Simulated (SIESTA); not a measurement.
P, a slab with vacuum:

```
P
1.0
     3.28373    0.00000    0.00000
     0.00000   34.85703    0.00000
     0.00000    0.00000    4.63208
P
4
Direct
  0.50000 0.97026 0.90785
  0.50000 0.02974 0.09215
  0.00000 0.02974 0.40785
  0.00000 0.97026 0.59215
```

Base run:

| Property | Result |
| --- | --- |
| Program | SIESTA 5.4.2 |
| Functional | PBE |
| Potentials or basis | PseudoDojo 0.4 standard (PBE files) |
| Basis | DZP (energy shift 0.003 Ry) |
| Grid cutoff | 500 Ry |
| Energy shift | 0.003 Ry |
| k mesh | 8 × 1 × 6 |
| Occupations | fermi-dirac, width 0.05 eV |
| Spin | no spin polarisation |

Its results: band gap on the k mesh 1.02 eV, direct; largest force 0.651 eV/Å.

Problem. The run is repeated on the same cell with these changes: functional from PBE to LDA; potentials or basis from PseudoDojo 0.4 standard (PBE files) to PseudoDojo 0.4 standard (LDA files). What comes out?

Solution. Band gap on the k mesh 0.95 eV, direct; largest force 0.405 eV/Å.

Caveats: the basis of atomic orbitals isn't converged, which shifts pressures, moduli and gaps.
